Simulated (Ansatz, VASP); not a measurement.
# Two plane-wave programs on Ga3Se

```xyz
4
Lattice="4.3093 0.0000 0.0000 0.0000 4.3093 0.0000 0.0000 0.0000 4.3093" Properties=species:S:1:pos:R:3 pbc="T T T"
Ga    0.0000    2.1547    2.1547
Ga    2.1547    0.0000    2.1547
Ga    2.1547    2.1547    0.0000
Se    0.0000    0.0000    0.0000
```

Alike in both runs: task single point; functional PBE; k mesh 10 × 10 × 10; occupations gaussian, width 0.1 eV; no spin polarisation.

```csv
,VASP,Ansatz
version,VASP 6.6.1,Ansatz 0.2.0
potentials or method,"VASP PAW PBE potentials, release 64 (Ga_d, Se)","scalar-relativistic, plane waves, PAW"
plane-wave cutoff (eV),520,420
valence electrons in the cell,45,55
```

|  | VASP | Ansatz | Ansatz less VASP |
| --- | --- | --- | --- |
| gap on the k mesh at the Fermi level (eV) | none | none | - |
| pressure (GPa) | 3.3 | 3.1 | -0.23 |

A gap of «none» marks a metal or a gap that the smearing closes. The two sets of potentials don't hold the same shells in valence.
